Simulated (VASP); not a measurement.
# AgCl (Chlorargyrite): single point with PBE

**Measured values to compare with.**

A printed reference work, data compilation reports, for a bulk crystal of AgCl: band gap 3.249 eV (indirect).

The system is AgCl (Chlorargyrite).

```
Ag Cl
1.0
     0.00000    2.77317    2.77317
     2.77317    0.00000    2.77317
     2.77317    2.77317    0.00000
Ag Cl
1 1
Cartesian
  0.0000 0.0000 0.0000
  2.7732 2.7732 2.7732
```

```
Program             : VASP 6.6.1
Task                : single point
Functional          : PBE
Potentials or basis : VASP PAW PBE potentials, release 64 (Ag, Cl)
Cutoff              : 520 eV
k mesh              : 6 × 6 × 6
Occupations         : gaussian, width 0.01 eV
Spin                : no spin polarisation
```

- Pressure: 1.5 GPa
- Band gap on the k mesh: 0.91 eV, indirect (least direct gap 3.23 eV)

Levels at points of the mesh, in eV from the valence-band top:
```
           k point  band 5  band 6  band 7  band 8  band 9  band 10  band 11  band 12  band 13  band 14
(0.00, 0.00, 0.00)   -2.40   -2.40   -2.32   -2.32   -2.32     0.91    10.85    10.85    10.85    12.38
(0.50, 0.00, 0.00)   -2.07   -2.07   -1.76    0.00    0.00     4.24     6.53     7.67     7.67    13.58
(0.50, 0.50, 0.00)   -2.76   -2.21   -1.95   -1.95   -1.87     2.38     8.03     8.63    11.51    11.51
```

Run time: 22 s on 1 thread of Intel Xeon 6975P-C (shared host), peak memory 0.17 GiB.

Against the measured gap of AgCl, 3.249 eV (indirect; a printed reference work, data compilation), the calculated 0.91 eV is off by -2.34 eV. So large a miss can be the level of theory's own, or it may mean another phase, state or a wrong row. Spin-orbit coupling on Ag is left out. The value is that of PBE on a finite k mesh, which can miss the band edges, without temperature or zero-point motion. Semilocal functionals fall short of measured gaps as a rule.
